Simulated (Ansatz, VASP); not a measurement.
# Cross-check of SiC (Moissanite 3C) between VASP and Ansatz

Wanted: the spread between two codes on one cell, functional and k mesh.

Method: plane waves, with VASP 6.6.1 beside it; single point at LDA, in Ansatz 0.2.0.

### 1. Set-up

It takes space group F-43m (No. 216, cubic). Conventional cell: a = 4.358 Å, b = 4.358 Å, c = 4.358 Å, α = 90.00°, β = 90.00°, γ = 90.00°. Si has 4 C at 1.89 Å nearest. Nearest to C lie 4 Si at 1.89 Å. Farther neighbours are not listed.

Coordinates:

```cif
data_structure
_symmetry_space_group_name_H-M 'P 1'
_symmetry_Int_Tables_number 1
_cell_length_a 3.0816
_cell_length_b 3.0816
_cell_length_c 3.0816
_cell_angle_alpha 60.000
_cell_angle_beta 60.000
_cell_angle_gamma 60.000
_cell_volume 20.69
loop_
_atom_site_label
_atom_site_type_symbol
_atom_site_fract_x
_atom_site_fract_y
_atom_site_fract_z
_atom_site_occupancy
Si1 Si 0.00000 0.00000 0.00000 1
C2 C 0.75000 0.75000 0.75000 1
```

### 2. VASP: single point, LDA

With cell and atoms fixed, the geometry can't cause a difference; cores, projectors, grids and the points listed under the comparison can.

Lines of VASP's logs that name or quote its potential files are left out, and so is its time.

INCAR

```
SYSTEM = SiC
PREC = Accurate
ENCUT = 440
EDIFF = 1E-08
NELM = 100
ISMEAR = 0
SIGMA = 0.01
LREAL = .FALSE.
ALGO = Normal
GGA = CA
NBANDS = 10
LORBIT = 11
LWAVE = .TRUE.
LCHARG = .FALSE.
KPAR = 4
```

POSCAR

```
SiC
1.0
    0.0000000000      2.1790000000      2.1790000000
    2.1790000000      0.0000000000      2.1790000000
    2.1790000000      2.1790000000      0.0000000000
Si C
1 1
Direct
    0.0000000000      0.0000000000      0.0000000000
    0.7500000000      0.7500000000      0.7500000000
```

KPOINTS

```
Automatic mesh
0
Gamma
7 7 7
0 0 0
```

PAW data sets: Si_GW and C_GW (LDA family, release 64).

On the command line:

```console
$ mpirun -np 4 vasp_std
```

Numbers of over 12 decimals in the logs are rounded to 6 here.

The log of the run:

```text
[banner, memory and clock lines left out]
running    4 mpi-ranks, on    1 nodes
 distrk:  each k-point on    1 cores,    4 groups
 distr:  one band on    1 cores,    1 groups

 POSCAR found type information on POSCAR SiC
 POSCAR found :  2 types and       2 ions
 LDA part: xc-table for (Slater(with rela. corr.)+CA(PZ))
 , standard interpolation
 POSCAR, INCAR and KPOINTS ok, starting setup
 FFT: planning ... GRIDC
 FFT: planning ... GRID_SOFT
 FFT: planning ... GRID
 WAVECAR not read
 entering main loop
       N       E                     dE             d eps       ncg     rms          rms(c)
DAV:   1     0.132182705214E+01    0.13218E+01   -0.45874E+03   460   0.766E+02
DAV:   2    -0.182212229263E+02   -0.19543E+02   -0.18615E+02   594   0.136E+02
DAV:   3    -0.186886186932E+02   -0.46740E+00   -0.46606E+00   506   0.153E+01
DAV:   4    -0.186958645608E+02   -0.72459E-02   -0.72441E-02   540   0.236E+00
DAV:   5    -0.186961856980E+02   -0.32114E-03   -0.32113E-03   538   0.370E-01    0.718E+00
DAV:   6    -0.167385639232E+02    0.19576E+01   -0.75838E+00   568   0.169E+01    0.208E+00
DAV:   7    -0.166574582166E+02    0.81106E-01   -0.28564E-01   514   0.338E+00    0.113E+00
DAV:   8    -0.166345412017E+02    0.22917E-01   -0.31432E-02   552   0.153E+00    0.914E-02
DAV:   9    -0.166343738465E+02    0.16736E-03   -0.15343E-03   554   0.272E-01    0.391E-02
DAV:  10    -0.166343828994E+02   -0.90529E-05   -0.10351E-04   550   0.718E-02    0.822E-03
DAV:  11    -0.166343822360E+02    0.66346E-06   -0.59807E-06   550   0.190E-02    0.183E-03
DAV:  12    -0.166343821715E+02    0.64441E-07   -0.43102E-07   524   0.444E-03    0.268E-04
DAV:  13    -0.166343821774E+02   -0.58458E-08   -0.43667E-09   320   0.845E-04
   1 F= -.16634382E+02 E0= -.16634382E+02  d E =-.342262E-35
 writing wavefunctions
```

Parts of OUTCAR (step 2):

```text
ion  position               nearest neighbor table
   1  0.000  0.000  0.000-   2 1.89   2 1.89   2 1.89   2 1.89
   2  0.750  0.750  0.750-   1 1.89   1 1.89   1 1.89   1 1.89

  LATTYP: Found a face centered cubic cell.
 ALAT       =     4.3580000000

 Subroutine GETGRP returns: Found 24 space group operations
 (whereof 24 operations were pure point group operations)

The static configuration has the point symmetry T_d .

 Found     20 irreducible k-points:

   k-points           NKPTS =     20   k-points in BZ     NKDIM =     20   number of bands    NBANDS=     10

   dimension x,y,z NGX =    24 NGY =   24 NGZ =   24
   dimension x,y,z NGXF=    48 NGYF=   48 NGZF=   48

   ENCUT  =  440.0 eV  32.34 Ry    5.69 a.u.   5.27  5.27  5.27*2*pi/ulx,y,z

   NELECT =       8.0000    total number of electrons

 k-points in reciprocal lattice and weights: Automatic mesh
   0.00000000  0.00000000  0.00000000       0.003
   0.14285714  0.00000000  0.00000000       0.023
   0.28571429  0.00000000  0.00000000       0.023
   0.42857143  0.00000000  0.00000000       0.023
   0.14285714  0.14285714  0.00000000       0.017
   0.28571429  0.14285714  0.00000000       0.070
   0.42857143  0.14285714  0.00000000       0.070
  -0.42857143  0.14285714  0.00000000       0.070
  -0.28571429  0.14285714  0.00000000       0.070
[...]
-0.42857143  0.42857143  0.14285714       0.070
  -0.28571429  0.42857143  0.14285714       0.070

 average (electrostatic) potential at core
       1 -65.7574       2 -49.3762

 E-fermi :   7.8295

 k-point     1 :       0.0000    0.0000    0.0000
  band No.  band energies     occupation
      1      -7.5814      2.00000
      2       7.7448      2.00000
      3       7.7448      2.00000
      4       7.7448      2.00000
      5      14.0285      0.00000
      6      14.9296      0.00000
      7      14.9296      0.00000
      8      14.9296      0.00000
      9      22.1919      0.00000
    ...

 k-point     2 :       0.1429    0.0000    0.0000
  band No.  band energies     occupation
      1      -7.1829      2.00000
      2       5.9026      2.00000
      3       7.4871      2.00000
      4       7.4871      2.00000
      5      14.1360      0.00000
      6      15.3561      0.00000
      7      15.3561      0.00000
      8      15.7117      0.00000
      9      20.7991      0.00000
    ...

 k-point     3 :       0.2857    0.0000    0.0000
  band No.  band energies     occupation
      1      -6.0272      2.00000
      2       2.6407      2.00000
      3       7.0231      2.00000
      4       7.0231      2.00000
      5      13.5363      0.00000
      6      15.4515      0.00000
      7      15.4515      0.00000
      8      17.2888      0.00000
      9      21.1594      0.00000
    ...

  Total       -0.6852069     -0.6852069     -0.6852069     -0.0000000      0.0000000     -0.0000000
  in kB      -53.0555291    -53.0555291    -53.0555291     -0.0000000      0.0000000     -0.0000000
  external PRESSURE =     -53.0555291 kB  Pullay stress =       0.0000000 kB

  energy-cutoff  :      440.00
  volume of cell :       20.69
      direct lattice vectors                 reciprocal lattice vectors
     0.000000000  2.179000000  2.179000000    -0.229463056  0.229463056  0.229463056
     2.179000000  0.000000000  2.179000000     0.229463056 -0.229463056  0.229463056
     2.179000000  2.179000000  0.000000000     0.229463056  0.229463056 -0.229463056

 POSITION                                       TOTAL-FORCE (eV/Angst)
 -----------------------------------------------------------------------------------
      0.00000      0.00000      0.00000        -0.000000     -0.000000     -0.000000
      3.26850      3.26850      3.26850         0.000000      0.000000      0.000000
 -----------------------------------------------------------------------------------
    total drift:                                0.000000      0.000000     -0.000000

  FREE ENERGIE OF THE ION-ELECTRON SYSTEM (eV)
  ---------------------------------------------------
  free  energy   TOTEN  =       -16.6343821774 eV

  energy  without entropy=      -16.6343821774  energy(sigma->0) =      -16.63438218

 total charge
# of ion       s       p       d       tot
------------------------------------------
    1        0.693   0.958   0.208   1.858
    2        0.804   1.682   0.000   2.485
--------------------------------------------------
tot          1.496   2.639   0.208   4.344

[... 3 further parts left out ...]
```

The run ends at a pressure of -5.31 GPa.

### 3. Ansatz: single point, LDA

Ansatz runs on its default PAW (the set named soft_2) files.

The same cell, functional (in two slightly different forms), mesh and smearing now go to Ansatz, which takes its cutoff from its data sets.

input.yaml

```yaml
crystal:
  lattice:
    - [0.0, 2.179, 2.179]
    - [2.179, 0.0, 2.179]
    - [2.179, 2.179, 0.0]
  atoms:
    - { symbol: Si, position: [0.0, 0.0, 0.0] }
    - { symbol: C, position: [0.75, 0.75, 0.75] }
hamiltonian:
  xc: lda
  pseudopotentials: { kind: paw }
kpoints:
  mp_grid: { grid: [7, 7, 7] }
scf:
  occupations: { method: gaussian, width: 0.01 }
  n_extra_bands: 4
output:
  forces: true
  stress: true
  eigenvalues: true
  write_density: true
  write_potential: true
  elf: true
  volumetric_format: npy
```

On the command line:

```console
$ ansatz run input.yaml --threads 2 --pin off --max-ram 4608MiB --backend cpu --events-out ev --progress --plain --runs-dir out
```

The log of the run:

```text
scf.n_extra_bands = 4 over 4 filled bands (N_el = 8.0): the run solves 8 bands
Engine: ansatz 0.2.0, aarch64-unknown-linux-gnu
Pseudopotentials: kind: paw
Pseudopotential: Si, paw, valence charge 4, recommended cutoff 420 eV (normal), Si.paw.azcp
Pseudopotential: C, paw, valence charge 4, recommended cutoff 420 eV (normal), C.paw.azcp
Functional definition: SPW92
  exchange = slater_x
  correlation = pw_c
Crystal: 2 atoms, lattice volume = 20.692 Å³
Basis set: ecut = 420 eV, 411 PW (Γ)
Bands: 8, of which v1, the nominal top of the filled ones, is band 4 counted from 1 (3 counted from 0)
Symmetry: 24 space group operations
Space group: F-43m (ITA 216), of the structure as read, at distance tolerance 2.7e-5 Å
k-points: 20 of 343 (time reversal used)
Non-local potential: Si, projectors of the file, l = 0: 2, l = 1: 2, l = 2: 2
Non-local potential: C, projectors of the file, l = 0: 2, l = 1: 2, l = 2: 1
PAW form: soft (Blöchl's): semilocal exchange-correlation on the pseudo side does not see the compensation charge
PAW frozen core: Si, regenerated for the run's functional, and the local potential with it (the file was generated under x = pbe(κ = 0.804, μ = 0.219515), c = pbe(β = 0.066725))
PAW frozen core: C, regenerated for the run's functional, and the local potential with it (the file was generated under x = pbe(κ = 0.804, μ = 0.219515), c = pbe(β = 0.066725))
PAW one-centre angular grid: Si, 110 points (default); XC on 64 Gauss nodes
PAW one-centre angular grid: C, 110 points (default); XC on 64 Gauss nodes
Initial density: superposition of atomic densities (neutral atoms: chi_scale 0, normalization atom), corrected by the library's trained network
Initial wavefunctions: pseudopotential atomic-orbital guess
Functional: x = slater, c = lda
SCF iter   1: F=—  HF=-852.194889 eV  |F-HF|=—  |Δ(HF+E_count)|=         —  Δρ=7.49e-3  dr2=1.19e-2  ethr=1.77e-3  ⟨swp⟩=6.1  Hψ=1372  notcnv=0
preconditioner: auto → none  [insulator: Δε(μ)=1.477 eV  Ē_g=13.881 eV  σ=0.010 eV  W_gap=1.00  n_scr=0 (ndim 8)  ℏωp=23.1 eV  f_vac=0.000  D(μ)=0.00/eV (n_scr^D=0)  ε∞_Penn≈3.8]
SCF iter   2: F=—  HF=-852.191680 eV  |F-HF|=—  |Δ(HF+E_count)|=   3.21e-3  Δρ=3.46e-3  dr2=1.20e-3  ethr=1.49e-4  ⟨swp⟩=2.4  Hψ=415  notcnv=0
SCF iter   3: F=—  HF=-852.191361 eV  |F-HF|=—  |Δ(HF+E_count)|=   3.19e-4  Δρ=1.44e-3  dr2=1.71e-4  ethr=1.50e-5  ⟨swp⟩=2.4  Hψ=297  notcnv=0
SCF iter   4: F=—  HF=-852.191320 eV  |F-HF|=—  |Δ(HF+E_count)|=   4.14e-5  Δρ=2.69e-4  dr2=6.27e-6  ethr=2.14e-6  ⟨swp⟩=1.0  Hψ=160  notcnv=0
SCF iter   5: F=—  HF=-852.191319 eV  |F-HF|=—  |Δ(HF+E_count)|=   6.46e-7  Δρ=1.70e-5  dr2=2.60e-8  ethr=7.83e-8  ⟨swp⟩=1.6  Hψ=195  notcnv=0
SCF iter   6: F=-852.191319 eV  HF=-852.191319 eV  |F-HF|=6.13e-11  |Δ(HF+E_count)|=   5.95e-9  Δρ=1.55e-6  dr2=1.69e-10  ethr=3.25e-10  ⟨swp⟩=5.2  Hψ=771  notcnv=0
SCF 1 converged in 6 iterations: F = -852.191319 eV  dr2 = 1.69e-10
  greatest PAW one-centre occupation: 0.637 electrons in one spin orbital (limit 2), on the C atom at site 1 (counted from 0), in its partial waves of l = 0
SCF converged after 6 iterations
Free energy (F): -852.191319 eV
Harris-Foulkes:  -852.191319 eV  (|F-HF|=6.13e-11)
Internal energy: -852.191319 eV  (E = F + TS)
E sigma→0 (E₀):  -852.191319 eV
Fermi energy:    10.022305 eV
--- Per-component energies (eV) ---
  E_band       = 27.062041
  E_kinetic    = 135.725372
  E_local      = -106.284890  (includes V_loc(G=0)·N_el)
  E_nonlocal   = 53.902869
  E_hartree    = 31.786867
  E_xc         = -104.703655
  E_vxc        = -109.365710  (∫ρ·V_xc dr)
  E_paw        = -577.981277  (= ΣΔE_a)
  E_vpaw       = -10.489298  (= ΣTr[D̂ρ^β])
  E_aug_tail   = 0.000012  (compensation charges beyond the density's cutoff)
  E_ewald      = -284.783780
  E_core_change = 0.147163  (= ΣΔE_core)
  E_smearing   = -0.000000  (= −TS)
  E_closure    = -0.000000  (closes the sum)
  Σ components = -852.191319   (vs F -852.191319, Δ=0.00e0)
--- Forces (eV/Å), atoms counted from 1 ---
  atom   1  Si    -0.00000000     0.00000000     0.00000000
  atom   2  C      0.00000000    -0.00000000    -0.00000000
  max |Σ_I F_I| component: 1.11e-16 eV/Å
--- Stress (GPa, compression-positive) ---
       -4.416867      -0.000000      -0.000000
       -0.000000      -4.416867       0.000000
        0.000000       0.000000      -4.416867
  P = ⅓ Tr σ = -4.4169 GPa (-44.169 kbar)
--- Band table (eV; the first three rows and the last of 20) ---
  k-point 0: bands = ["-6.0733", "9.2468", "9.2468", "9.2468", "15.5130", "16.4436", "16.4436", "16.4436"]
  k-point 1: bands = ["-5.6746", "7.4093", "8.9915", "8.9915", "15.6351", "16.8695", "16.8695", "17.2106"]
  k-point 2: bands = ["-4.5188", "4.1493", "8.5281", "8.5281", "15.0375", "16.9650", "16.9650", "18.7856"]
  k-point 19: bands = ["-0.9433", "2.1731", "3.7695", "5.6384", "13.8655", "17.7093", "19.3118", "20.0262"]
```

The job ended after 0.68 s (2 threads of Arm Neoverse V2, shared host; peak memory 0.25 GiB).

Reading the cycles: dr2 is the Hartree energy of the density residual (eV), the measure of convergence; HF is the Harris–Foulkes estimate of the energy, which meets the free energy F at convergence.

The run ends at a pressure of -4.42 GPa.

### 4. Differences

Known differences besides the potentials themselves: the two LDA forms differ slightly; the cutoff is 420 eV in Ansatz and 440 eV in VASP; VASP's log shows a relativistic correction to its local exchange, Ansatz's none. Total energies have different zeros and are not compared.

The two programs side by side:

| quantity | Ansatz | VASP | difference |
| --- | --- | --- | --- |
| gap on the k mesh (eV) | 1.551 | 1.537 | +0.014 |

Not compared: the pressure (VASP's GW data sets at this cutoff don't carry it). A gap on the mesh is an upper bound, since the band edges may lie between its points.

### 5. Summary of results

| Quantity | Value |
| --- | --- |
| difference in gap on the k mesh (single point, LDA) | 0.014 eV |

The difference in gap on the k mesh is 0.014 eV (single point, LDA), within the 0.08 eV picked in this series as the mark of a large difference. How closely two codes agree says nothing of how well the functional describes the real material.

[Lines on the potential files, build, host, timing and source positions are cut from VASP's logs without a mark.]

[Logs are printed without paths, hosts, clocks, repeated set-up lines and the standing remarks that a program may print on its own settings, such as how far it seeks lower states.]

[Hosts, paths, dates, database ids (printed as entryN), source tags and the programs' standing remarks are cut or masked in the printed files.]
